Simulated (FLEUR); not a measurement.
Crystal: SnSe2.

```
CELL_PARAMETERS angstrom
3.81100 0.00000 0.00000
-1.90550 3.30042 0.00000
0.00000 0.00000 6.13600
ATOMIC_POSITIONS crystal
Sn 0.00000 0.00000 0.00000
Se 0.66667 0.33333 0.75100
Se 0.33333 0.66667 0.24900
```

Base run:

- Program: FLEUR MaX-R8.1 (later development tree)
- Functional: SCAN
- Potentials or basis: all-electron
- Basis: FLAPW
- Kmax: 4.3 1/bohr
- k mesh: 8 × 8 × 5
- Occupations: fermi-dirac, width 0.05 eV
- Spin: no spin polarisation

Its results: band gap on the k mesh 1.09 eV, indirect (least direct gap 1.49 eV).

Problem. The run is repeated on the same cell with these changes: functional from SCAN to PZ. What comes out?

Solution. Band gap on the k mesh 0.67 eV, indirect (least direct gap 0.88 eV).

SCAN gives the wider gap, since meta-GGAs in the generalised Kohn-Sham scheme recover part of the derivative discontinuity.

Caveats: spin-orbit coupling is left out, which moves the levels of the heavy elements; the meta-GGA is that of a development version, with a GGA for the radial functions and cores and without core tails (some runs).

A k mesh can miss the band edges.

Not every run made on this cell is shown here.
